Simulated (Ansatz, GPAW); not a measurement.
## CuAu3: 3 runs at one level of theory

```
CELL_PARAMETERS angstrom
3.98000 0.00000 0.00000
0.00000 3.98000 0.00000
0.00000 0.00000 3.98000
ATOMIC_POSITIONS crystal
Au 0.50000 0.50000 0.00000
Au 0.50000 0.00000 0.50000
Au 0.00000 0.50000 0.50000
Cu 0.00000 0.00000 0.00000
```

Alike in all runs: task equation of state; functional PBEsol; k mesh 7 × 7 × 7; occupations fermi-dirac, width 0.05 eV; no spin polarisation; no spin-orbit coupling.

```json
{"program and potentials": "Ansatz, Ansatz PAW", "plane-wave cutoff (eV)": "420", "notes": "potentials made for PBE, which Ansatz adapts in part", "equilibrium volume (Å³/atom)": "15.67", "bulk modulus (GPa)": "174.7"}
{"program and potentials": "GPAW, PAW data sets generated for this functional", "plane-wave cutoff (eV)": "600", "notes": "this data set often lies off other programs", "equilibrium volume (Å³/atom)": "15.93", "bulk modulus (GPa)": "171.6"}
{"program and potentials": "Ansatz, all-electron LAPW, scalar-relativistic", "plane-wave cutoff (eV)": "-", "notes": "-", "equilibrium volume (Å³/atom)": "15.67", "bulk modulus (GPa)": "174.7"}
```

The equilibrium volume spans 15.67 (Ansatz, all-electron LAPW, scalar-relativistic) to 15.93 Å³/atom (GPAW, PAW data sets generated for this functional), with all-electron results at 15.67. The bulk modulus spans 171.6 (GPAW, PAW data sets generated for this functional) to 174.7 GPa (Ansatz, Ansatz PAW), with all-electron results at 174.7. For a metal such a mesh isn't converged, which the comparison doesn't need.

Differences between rows come from potentials, basis sets and numerical settings, since the functional is the same but for its coding. Runs on potential files found faulty are left out.
